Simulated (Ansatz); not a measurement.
Write the native input for Ansatz 0.2.0 that does the following.

```yaml
Task: single point
Functional: PBEsol
Dispersion: D3(BJ)
Potentials_or_basis: all-electron PAW datasets made for the crystal
Cutoff: 340 eV (chosen from the basis error)
k_mesh: 15 × 15 × 15
Occupations: fermi-dirac, width 0.1 eV
Spin: collinear spin, ferromagnetic start
Starting_moments: "[0.5, 0.0] μB"
```

The system is BAs.

```
As B
1.0
     0.00000    2.38850    2.38850
     2.38850    0.00000    2.38850
     2.38850    2.38850    0.00000
As B
1 1
Direct
  0.25000 0.25000 0.25000
  0.00000 0.00000 0.00000
```

The input as run:

input.yaml

```yaml
crystal:
  lattice: { a: 4.777, b: 4.777, c: 4.777, alpha: 90.0, beta: 90.0, gamma: 90.0 }
  space_group: 216
  setting: { hermann_mauguin: F-43m }
  reduce_to_primitive: true
  atoms:
    - { symbol: As, position: [0.25, 0.25, 0.25], spin: 0.5 }
    - { symbol: B, position: [0.0, 0.0, 0.0] }
kpoints:
  mp_grid: { grid: [15, 15, 15] }
scf:
  occupations: { method: fermi_dirac, width: 0.1 }
hamiltonian:
  xc: pbesol
  dispersion: d3bj
  pseudopotentials: { kind: all_electron, datasets: crystal }
magnetization:
  spin_polarized: true
output:
  forces: true
  stress: true
  eigenvalues: true
  elf: true
  volumetric_format: npy
```

Potentials or basis: all-electron PAW datasets made for the crystal.

Run with:

```bash
$ ansatz run input.yaml --threads 1 --pin off --max-ram 2560MiB --backend cpu --events-out ev --progress --plain --runs-dir out
```

It gave:

```
Pressure               : -4.1 GPa
Band gap on the k mesh : 1.09 eV, indirect (least direct gap 3.25 eV)
Net moment             : 0.00 μB per cell
Absolute moment        : 0.00 μB per cell
```

Caveat: an odd mesh through Γ misses points on the zone boundary, where band edges often lie; the starting moments weren't kept.

It took 26 s on 1 thread of Intel(R) Xeon(R) 6975P-C (Granite Rapids), on a shared host, peak memory 0.82 GiB.
